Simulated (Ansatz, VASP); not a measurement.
One calculation of PbS, two programs

The input INCAR:

```
  PREC = Accurate
  ENCUT = 520
  EDIFF = 1E-7
  ISMEAR = -1
  SIGMA = 0.05
  LREAL = F
  LASPH = T
  NELM = 80
  ALGO = Normal
  ISIF = 2
  LWAVE = F
  LCHARG = F
  GGA = PS
  NBANDS = 28
```

File KPOINTS:

```
regular mesh
0
Gamma
  7 7 6
```

The input POSCAR:

```
PbS
1.0
    2.0374927668     -5.8689911821      0.0000000000
    2.0374927668      5.8689911821      0.0000000000
    0.0000000000      0.0000000000      4.1919633476
Pb S
2 2
Direct
    0.1305633500      0.8694366500      0.2500000000
    0.8694366500      0.1305633500      0.7500000000
    0.3547970900      0.6452029100      0.2500000000
    0.6452029100      0.3547970900      0.7500000000
```

Contents of input.yaml:

```yaml
crystal:
  lattice:
    - [2.0374927668, -5.8689911821, 0.0]
    - [2.0374927668, 5.8689911821, 0.0]
    - [0.0, 0.0, 4.1919633476]
  atoms:
    - { symbol: Pb, position: [0.13056335, 0.86943665, 0.25] }
    - { symbol: Pb, position: [0.86943665, 0.13056335, 0.75] }
    - { symbol: S, position: [0.35479709, 0.64520291, 0.25] }
    - { symbol: S, position: [0.64520291, 0.35479709, 0.75] }
hamiltonian:
  xc: pbesol
  pseudopotentials: { kind: paw }
kpoints:
  mp_grid: { grid: [7, 7, 6] }
scf:
  occupations: { method: fermi_dirac, width: 0.05 }
output:
  forces: true
  stress: true
  eigenvalues: true
  write_density: true
  write_potential: true
  elf: true
  volumetric_format: npy
```

Change from the starting cell: volume scaled by 0.94.

Alike in both runs: task single point; functional PBEsol; k mesh 7 × 7 × 6; occupations fermi-dirac, width 0.05 eV; no spin polarisation.

```csv
,VASP,Ansatz
version,VASP 6.6.1,Ansatz 0.2.0
potentials or method,"VASP PAW PBE potentials, release 64 (Pb_d, S)",Ansatz PAW
plane-wave cutoff (eV),520,420
valence electrons in the cell,40,40
```

|  | VASP | Ansatz | Ansatz less VASP |
| --- | --- | --- | --- |
| gap on the k mesh at the Fermi level (eV) | 1.02 | 1.02 | 0.000 |
| least direct gap on the mesh (eV) | 1.31 | 1.30 | -0.005 |
| pressure (GPa) | 1.6 | 1.7 | +0.04 |
| largest component of the traceless stress (GPa) | 0.29 | 0.32 | +0.028 |
| rms of the force components (eV/Å) | 0.186 | 0.187 | +0.0007 |

Atom by atom the forces differ by 0.002 eV/Å (rms over components).

Caveats: spin-orbit coupling is left out, which as a rule narrows the gap of such compounds by several tenths of an eV; the PAW data sets were made with another functional, which shifts forces and pressure a little (VASP); an odd mesh through Γ misses points on the zone boundary, where band edges often lie (VASP); odd divisions of the mesh miss points on the zone boundary, where band edges often lie, so the gap on the mesh can be too wide (Ansatz); the PAW data sets come from PBE, with cores solved anew for the run's functional, which leaves a small shift of forces and pressure (Ansatz).
